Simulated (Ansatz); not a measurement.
## O vacancies in several crystals

Calculated with the plane-wave PAW code Ansatz (scalar-relativistic, PAW set soft_2), not measured. Atoms are relaxed in small periodic supercells at the host's cell. Formation energies are those of the neutral defect, with atoms from and to the elements' standard states and no corrections; they are left out where an element with a U changes, an open 4f shell is known to end too high at times, atoms moved far or the cell holds a carrier in a band. Levels (charge-transition levels between lowest states, in eV over the host's valence band top) are given only between neighbouring charges that were both run, relaxed alike and hold no carrier in the host's bands; gaps are mostly too small at this level of theory, and levels shift with them. Distances are those to the atoms of the nearest element, out to 1.25 times the shortest (mean and range); atoms of other elements can lie among them. They are left out where the atom moved off its site or the cell is too small to hold the shell. Moments under 0.05 μB aren't shown.

```tsv
host	gap of the host (eV)	method	host atoms	formation energy (eV)	distance from the empty site, host → relaxed (Å)	levels (eV)
Al2O3 (group 167)	6.0	PBEsol	40	6.92	4 Al: 1.92 (1.86 to 1.97) → 1.88 (1.75 to 2.00)	–
Al2O3 (group 167)	5.9	PBE	40	6.72	4 Al: 1.93 (1.87 to 1.99) → 1.89 (1.77 to 2.02)	–
SiO2 (group 122)	5.8	PBEsol	24	5.34	2 Si: 1.62 → 1.39	–
SiO2 (group 122)	5.7	PBE	24	5.23	2 Si: 1.63 → 1.39	–
HfSiO4 (group 141)	5.4	PBEsol	36	5.79	1 Si: 1.63 → 1.40	–
HfSiO4 (group 141)	5.3	PBE	36	5.63	1 Si: 1.64 → 1.42	–
ZrSiO4 (group 141)	4.7	PBEsol	36	5.70	1 Si: 1.63 → 1.41	–
MgO (group 225)	4.6	PBEsol	32	6.80	6 Mg: 2.11 → 2.12	(+2/+1) 1.40, (+1/0) 2.56
```

Among the PBEsol rows the formation energy rises in the order SiO2 (group 122) (5.34), ZrSiO4 (group 141) (5.70), HfSiO4 (group 141) (5.79), MgO (group 225) (6.80), Al2O3 (group 167) (6.92).

Caveats: the moment set at the start was not kept; one start alone; small cells.
